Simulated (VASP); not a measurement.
# A VASP 6.6.1 single-point calculation on KBr

INCAR

```
LWAVE = .FALSE.
NSW = 0
ALGO = Normal
EDIFF = 1E-7
ENCUT = 520
ISIF = 2
SIGMA = 0.01
PREC = Accurate
LREAL = .FALSE.
NBANDS = 15
IBRION = -1
METAGGA = R2SCAN
ISMEAR = -5
LCHARG = .FALSE.
LASPH = .TRUE.
NELM = 59
```

KPOINTS

```
KPOINTS created by Atomic Simulation Environment
0
Gamma
2 1 1
0 0 0
```

POSCAR

```
K  Br
 1.0000000000000000
     0.0000000000000000    3.3024387009828682    3.3024387009828682
     3.3024387009828682    0.0000000000000000    3.3024387009828682
     3.3024387009828682    3.3024387009828682   -0.0000000000000000
 K   Br
   1   1
Cartesian
 -0.0000000000000000  0.0000000000000000 -0.0000000000000000
  3.3024387009828682  3.3024387009828682  3.3024387009828682
```

The recommended PBE PAW datasets give the neutral cell 16 valence electrons.

Command

```
mpirun -np 1 vasp_std
```

Question: Predict the outcome of this run.

Answer: VASP stopped before the first electronic step.

Standard output (part)

```
POSCAR found type information on POSCAR K Br
 POSCAR found :  2 types and       2 ions
 LDA part: xc-table for (None), standard interpolation
|     Your reciprocal lattice and k-lattice belong to different lattice       |
|     classes:                                                                |
|        The reciprocal lattice is body-centered cubic,                       |
|        whereas your k-lattice is rhombohedral (trigonal).                   |
|     Results are often still useful ...                                      |
|     EEEEEEE  RRRRRR   RRRRRR   OOOOOOO  RRRRRR      ###     ###     ###     |
|     E        R     R  R     R  O     O  R     R     ###     ###     ###     |
|     E        R     R  R     R  O     O  R     R     ###     ###     ###     |
|     EEEEE    RRRRRR   RRRRRR   O     O  RRRRRR       #       #       #      |
|     E        R    R   R    R   O     O  R    R      ###     ###     ###     |
|     EEEEEEE  R     R  R     R  OOOOOOO  R     R     ###     ###     ###     |
|     IBZKPT: tetrahedron method fails for NKPT<4. NKPT = 2                   |
|       ---->  I REFUSE TO CONTINUE WITH THIS SICK JOB ... BYE!!! <----       |
```

The fault: tetrahedra on too few k points.
